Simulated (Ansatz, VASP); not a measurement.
# Two plane-wave programs on Fe

```
Fe
1.0
    -1.51955    1.41578    1.51488
     1.51955   -1.41578    1.51488
     1.51955    1.41578   -1.51488
Fe
1
Cartesian
  0.0000 0.0000 0.0000
```

Change from the starting cell: normal strain along x +0.0733, normal strain along z +0.0700.

Alike in both runs: task single point; functional PBE; k mesh 10 × 10 × 10; occupations gaussian, width 0.15 eV; collinear spin.

|  | VASP | Ansatz |
| --- | --- | --- |
| version | VASP 6.6.1 | Ansatz 0.2.0 |
| potentials or method | VASP PAW PBE potentials, release 64 (Fe) | scalar-relativistic, plane waves, PAW |
| plane-wave cutoff (eV) | 520 | 520 |
| valence electrons in the cell | 8 | 16 |

|  | VASP | Ansatz | Ansatz less VASP |
| --- | --- | --- | --- |
| gap on the k mesh at the Fermi level (eV) | none | none | - |
| pressure (GPa) | -14.9 | -15.1 | -0.15 |
| largest component of the traceless stress (GPa) | 1.63 | 1.78 | +0.145 |
| net moment per atom (μB) | 2.58 | 2.56 | -0.020 |
| size of the moment on the site where the two differ most (μB) | 2.60 | 2.63 | +0.028 |

Site moments also hang on the region over which each program counts them. A gap of «none» marks a metal or a gap that the smearing closes. With one functional, cell and mesh, what is left measures potentials, basis and numerics. The two sets of potentials don't hold the same shells in valence.
